## Diamond levels: from PBE to bare exchange

Each row is one electron state of diamond. The columns "state k a", "state k b" and "state k c" place it in reciprocal space, with Γ at (0, 0, 0), and "state band" says whether it is the highest filled or the lowest empty level there. The "state start level" comes from PBE. The "state corrected level" belongs to the same orbital after the PBE exchange-correlation potential has been replaced by Hartree-Fock exchange, in a single step with no update of the orbitals. Each of these two columns has its own zero, the filled top at Γ.

Diamond (2-atom cell), ABINIT 10.8.3: start levels from PBE, corrected levels from one-shot Hartree-Fock exchange on the PBE orbitals, each column counted from its own highest filled level. Γ-centred 8×8×8 k mesh, plane-wave cutoff 1115.67 eV, PseudoDojo NC SR PBE v0.4.1 standard pseudopotentials, no spin polarisation.

| row | state k a (reciprocal cell vector) | state k b (reciprocal cell vector) | state k c (reciprocal cell vector) | state band | state start level (eV) | state corrected level (eV) | state weight z |
| --- | --- | --- | --- | --- | --- | --- | --- |
| 1 | 0.000 | 0.000 | 0.000 | top filled | 0.000 | 0.000 | 1.00000 |
| 2 | 0.000 | 0.000 | 0.000 | first empty | 5.625 | 13.905 | 1.00000 |
| 3 | 0.125 | 0.000 | 0.000 | top filled | -0.654 | -0.956 | 1.00000 |
| 4 | 0.125 | 0.000 | 0.000 | first empty | 6.483 | 15.031 | 1.00000 |
| 5 | 0.250 | 0.000 | 0.000 | top filled | -1.751 | -2.526 | 1.00000 |
| 6 | 0.250 | 0.000 | 0.000 | first empty | 7.829 | 16.898 | 1.00000 |
| 7 | 0.375 | 0.000 | 0.000 | top filled | -2.538 | -3.690 | 1.00000 |
| 8 | 0.375 | 0.000 | 0.000 | first empty | 8.437 | 17.647 | 1.00000 |
| 9 | 0.500 | 0.000 | 0.000 | top filled | -2.812 | -4.072 | 1.00000 |
| 10 | 0.500 | 0.000 | 0.000 | first empty | 8.516 | 17.695 | 1.00000 |
| 11 | 0.125 | 0.125 | 0.000 | top filled | -1.326 | -2.142 | 1.00000 |
| 12 | 0.125 | 0.125 | 0.000 | first empty | 5.218 | 13.281 | 1.00000 |
| 13 | 0.250 | 0.125 | 0.000 | top filled | -2.035 | -3.025 | 1.00000 |
| 14 | 0.250 | 0.125 | 0.000 | first empty | 5.879 | 14.142 | 1.00000 |
| 15 | 0.375 | 0.125 | 0.000 | top filled | -3.204 | -4.677 | 1.00000 |
| 16 | 0.375 | 0.125 | 0.000 | first empty | 7.056 | 15.675 | 1.00000 |
| 17 | 0.500 | 0.125 | 0.000 | top filled | -3.536 | -5.058 | 1.00000 |
| 18 | 0.500 | 0.125 | 0.000 | first empty | 7.674 | 16.374 | 1.00000 |
| 19 | -0.375 | 0.125 | 0.000 | top filled | -2.919 | -4.230 | 1.00000 |
| 20 | -0.375 | 0.125 | 0.000 | first empty | 8.260 | 17.130 | 1.00000 |
| 21 | -0.250 | 0.125 | 0.000 | top filled | -1.847 | -2.737 | 1.00000 |
| 22 | -0.250 | 0.125 | 0.000 | first empty | 8.162 | 17.517 | 1.00000 |
| 23 | -0.125 | 0.125 | 0.000 | top filled | -0.761 | -1.217 | 1.00000 |
| 24 | -0.125 | 0.125 | 0.000 | first empty | 6.785 | 15.618 | 1.00000 |
| 25 | 0.250 | 0.250 | 0.000 | top filled | -4.131 | -5.774 | 1.00000 |
| 26 | 0.250 | 0.250 | 0.000 | first empty | 4.490 | 12.229 | 1.00000 |
| 27 | 0.375 | 0.250 | 0.000 | top filled | -4.864 | -6.819 | 1.00000 |
| 28 | 0.375 | 0.250 | 0.000 | first empty | 5.225 | 13.151 | 1.00000 |
| 29 | 0.500 | 0.250 | 0.000 | top filled | -4.890 | -6.897 | 1.00000 |
| 30 | 0.500 | 0.250 | 0.000 | first empty | 6.140 | 14.240 | 1.00000 |
| 31 | -0.375 | 0.250 | 0.000 | top filled | -4.216 | -5.998 | 1.00000 |
| 32 | -0.375 | 0.250 | 0.000 | first empty | 6.910 | 15.190 | 1.00000 |

### 1. Which gap is larger, and by how much?

The corrected gap is far larger. At Γ the distance from the filled to the empty level grows from 5.625 to 13.905 eV. The smallest gap over the whole mesh, which joins two different k points, grows in the same calculation from 4.189 to 11.75 eV. Its empty end lies at a k point that the table does not list, so no row shows it. Both gaps therefore more than double, although the crystal and the orbitals are exactly the same. Only the rule that assigns an energy to each orbital has changed.

### 2. Why does exchange pull filled and empty levels apart?

Exchange couples an orbital $\phi_i$ to every filled orbital $\phi_j$ of the same spin:

$$
(K\phi_i)(\mathbf r)=-\sum_{j\,\text{filled}}\phi_j(\mathbf r)\int \phi_j^*(\mathbf r')\,v(|\mathbf r-\mathbf r'|)\,\phi_i(\mathbf r')\,d\mathbf r'
$$

Here $v$ is the repulsion between two electrons. Two limiting cases show what this expression does.

First let the repulsion have the same value $C$ at every distance. The integral then reduces to $C$ times the overlap of two orbitals, and this overlap is one if they are the same and zero if they differ. A filled orbital finds itself in the sum and is lowered by $C$. An empty orbital finds no partner and gets nothing, so the gap opens by the full $C$.

Now let the repulsion act only when two electrons touch. The expression then becomes an ordinary potential proportional to the local electron density. It is the same potential for filled and empty orbitals and draws no line between them. PBE resembles this second case, since it also gives all orbitals one common local potential.

The real Coulomb repulsion lies between the limits. Its tail, meaning all of its reach beyond close contact, favours filled orbitals, as in the first case, and that is the origin of the large opening. Because each column is set to zero at its own filled top, the table shows the growth of the distance and not how much of it comes from filled levels sinking or empty ones rising.

### 3. Can the empty levels simply be moved up by one fixed amount?

Only roughly. Measured from the filled top at Γ, the empty level of row 26 rises by 7.7 eV and that of row 22 by 9.4 eV. If the opening found at Γ were used as a rigid shift for the smallest gap on the mesh, that gap would come out 0.7 eV too large. This is a small part of the whole correction, but it is a large error for anyone who needs the position of a band edge.

The shift of a level is a difference of two terms: the exchange energy that the orbital receives, minus the PBE exchange-correlation energy that is taken away. Both depend on how the orbital is spread over the regions where the filled ones lie, and they need not change by the same amount from one orbital to the next. Even in the first limit of question 2, where empty orbitals receive no exchange, the PBE term taken away would still differ between them.

The uneven rise can even change the order of levels. The empty level of row 24 starts 0.13 eV below that of row 32 and ends 0.43 eV above it. The table gives only the difference of the two terms, so it does not tell which of them causes the swap.

### 4. Why do the filled levels also spread out?

The lowest filled level in the table, row 29, moves from −4.890 to −6.897 eV. The table lists only the highest filled level at each k point. The range covered by these levels is stretched by a factor of about 1.4, and their order stays the same throughout. The empty levels are stretched by nearly the same factor.

A third limiting case suggests the reason: electrons in a uniform background, whose orbitals are plane waves. There the exchange between two states is strongest when their wave vectors are close. The state of lowest energy sits in the middle of the filled region and has filled neighbours on every side. A state at the edge has them on one side only, and an empty state further out is more distant from all of them.

Exchange therefore lowers the bottom of the band most and fades steadily towards higher energy. A local potential has no such dependence on the wave vector, so replacing it by exchange stretches the whole ladder of levels. Diamond is far from a uniform electron gas. In diamond the PBE term taken away also varies from orbital to orbital, and the table does not separate the two parts. Both groups of levels do stretch in the direction that this limit predicts.

### 5. Is the larger gap also the better one?

No. The measured gap of diamond is roughly 5.5 eV, a recalled value. PBE falls short of it by about 1.3 eV, whereas bare exchange overshoots it by more than 6 eV. The correction has the right direction and is much too large.

What the calculation leaves out is the response of the other electrons. When an electron is added to a crystal, or removed from it, the charge around it shifts and weakens its field. At long distance the field drops to $1/\varepsilon$ of its bare strength, where $\varepsilon$ is the dielectric constant of the electrons. The tail of the repulsion opened the gap in question 2, and it is this tail that screening cuts down.

Again there are two clear limits. With $\varepsilon=1$ nothing responds, and the bare opening survives in full. With a very large $\varepsilon$ the tail is wiped out, and the opening that it caused goes with it. Diamond must lie between these ends.

How much of the opening should survive can be estimated. Suppose a share $\lambda$ of the PBE exchange-correlation potential is replaced by bare exchange. As long as the orbitals are kept, each level moves in proportion to $\lambda$. If the two band edges also stay at their k points, the gap does the same:

$$
E_\text{gap}(\lambda)=E_\text{PBE}+\lambda\,(E_\text{HF}-E_\text{PBE})
$$

The two limits of the screening suggest $\lambda=1/\varepsilon$. For diamond $\varepsilon$ is about 5.7, again a recalled value, so a little less than a fifth of the opening should survive. With the two smallest gaps on the mesh this gives

$$
E_\text{gap}\approx 4.189+\frac{11.75-4.189}{5.7}\approx 5.5\ \text{eV}
$$

The result falls on the rough measured value, and neither $\varepsilon$ nor the gaps were adjusted to reach it. The agreement is less close than it looks. In a real crystal the atoms vibrate even at zero temperature, which lowers the gap of diamond by a few tenths of an electronvolt. A calculation with fixed atoms should therefore end up above the measured gap, and the estimate is too low by about that much.

One possible cause of such an error is built into the formula. A single dielectric constant treats screening as equally strong at all distances, while electrons that are close together are screened less. The estimate thus supports the size of the surviving share and does not establish the exact rule. Hybrid functionals also mix a fraction of exchange into a local functional, and some of them set that fraction to $1/\varepsilon$.

### 6. What would change with silicon in place of carbon?

Silicon has the same crystal structure, but its electrons are held less tightly and respond more readily. Its dielectric constant is about 12, also a recalled value and roughly twice that of diamond. By the same reasoning only about a twelfth of the bare opening should survive there. Bare exchange would again open the gap, and an even larger part of that opening would be false.

The rule for a neighbouring material follows. The more easily a solid is polarised, the smaller the share of its bare opening that survives. This does not rank the errors in electronvolts. A solid that hardly polarises keeps a larger share, but its bare opening can be so large that the part to be removed is still many electronvolts. The bare opening therefore has to be calculated in each case.

### 7. Does a weight of 1.00000 mean that the electrons are uncorrelated?

It does not. The weight $Z$ in the column "state weight z" tells how much of a real excitation still looks like one electron in one orbital. It falls below one when the correction to a level depends on the energy at which it is evaluated. Bare exchange has no such dependence, so $Z$ equals one by construction in every row.

A calculation with screening that responds in time would change this. The weight would fall below one, and the number of empty bands in the sums would begin to matter. Bare exchange sums over filled orbitals only, so adding empty bands to this run would leave the corrected levels as they are.

### 8. Which digits can be trusted?

The levels are printed to a thousandth of an electronvolt, but the physics is not known that finely. The run is not converged in k mesh and cutoff, and its real-space grid does not fully respect the symmetry of the crystal. The long tail of exchange is especially sensitive to the k mesh. How far these settings move the levels was not tested.

An opening of many electronvolts is safe, because it agrees with the well-known behaviour of Hartree-Fock theory in solids. The stretch of the levels is safe in direction for the same reason. Small differences between neighbouring levels are another matter. Rows 12 and 28 start only 0.007 eV apart and change order, ending 0.13 eV apart. Without a convergence test it stays open whether that order would hold.
